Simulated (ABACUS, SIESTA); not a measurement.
Given: the input of a run of ABACUS 3.10.1 on Sc. 

INPUT

```
INPUT_PARAMETERS
suffix              Sc
calculation         scf
basis_type          pw
pseudo_dir          ./
symmetry            1
dft_functional      pbe
ecutwfc             79
pseudo_rcut         10
nspin               1
nbands              15
ks_solver           dav
smearing_method     fd
smearing_sigma      0.00367493
scf_thr             1e-08
scf_nmax            100
mixing_type         broyden
mixing_beta         0.7
cal_force           1
cal_stress          1
kpar                4
```

File STRU:

```
ATOMIC_SPECIES
Sc 44.9559 Sc.upf

LATTICE_CONSTANT
1.8897261246

LATTICE_VECTORS
3.3090000000 0.0000000000 0.0000000000
-1.6545000000 2.8656780611 0.0000000000
0.0000000000 0.0000000000 5.2733000000

ATOMIC_POSITIONS
Direct

Sc
0.0
2
0.6666666667 0.3333333333 0.7500000000 1 1 1
0.3333333333 0.6666666667 0.2500000000 1 1 1
```

Contents of KPT:

```
K_POINTS
0
Gamma
9 9 5 0 0 0
```

Potentials or basis: PseudoDojo NC SR 0.4.1 PBE standard, plane waves.

Launch:

```sh
$ OMP_NUM_THREADS=1 mpirun -np 4 abacus > log
```

Q: What does the same run look like in SIESTA 5.4.2? Potentials or basis there: files PseudoDojo sr-pbe-0.4.1-standard, DZP (energy shift 0.003 Ry; two zetas on semicore shells).

A: As run (cutoffs and basis follow the program's own potentials, and thresholds, step limits or extra output files can differ):

The input Sc.fdf:

```
SystemName                      Sc
SystemLabel                     Sc
NumberOfSpecies                 1
NumberOfAtoms                   2
%block ChemicalSpeciesLabel
  1  21 Sc
%endblock ChemicalSpeciesLabel

LatticeConstant                 1.0 Ang
%block LatticeVectors
     3.3090000000     0.0000000000     0.0000000000
    -1.6545000000     2.8656780611     0.0000000000
     0.0000000000     0.0000000000     5.2733000000
%endblock LatticeVectors
AtomicCoordinatesFormat         Ang
%block AtomicCoordinatesAndAtomicSpecies
     1.6545000002     0.9552260203     3.9549750000  1
    -0.0000000002     1.9104520408     1.3183250000  1
%endblock AtomicCoordinatesAndAtomicSpecies

%block kgrid.MonkhorstPack
    9   0   0  0.0
    0   9   0  0.0
    0   0   5  0.0
%endblock kgrid.MonkhorstPack
XC.Functional                   GGA
XC.Authors                      PBE
PAO.BasisSize                   DZP
PAO.EnergyShift                 0.003 Ry
Mesh.Cutoff                     800 Ry
OccupationFunction              FD
ElectronicTemperature           0.05 eV
MaxSCFIterations                120
SCF.MustConverge                false
SCF.Mixer.Method                Pulay
SCF.Mixer.Weight                0.25
SCF.Mixer.History               8
SCF.DM.Tolerance                5.0e-05
SCF.H.Tolerance                 1.0e-03 eV
WriteForces                     true
Charge.Mulliken                 end
Charge.Hirshfeld                end
Charge.Voronoi                  end
SaveRho                         true
SaveElectrostaticPotential      true
%block PAO.Basis
  Sc 5
  n=3 0 2
    3.326 0.000
  n=4 0 2
    9.168 0.000
  n=3 1 2
    3.797 0.000
  n=4 1 1
    9.168
  n=3 2 2
    7.010 0.000
%endblock PAO.Basis
```

Potentials or basis: PseudoDojo 0.4 standard (PBE files), converted to PSML, two zetas on semicore shells, DZP (energy shift 0.003 Ry; two zetas on semicore shells).

Run with:

```console
$ siesta Sc.fdf > Sc.out 2>&1
```

Both were run:

|  | ABACUS | SIESTA |
| --- | --- | --- |
| Pressure | -0.7 GPa | -0.8 GPa |

Pressure is positive in compression.
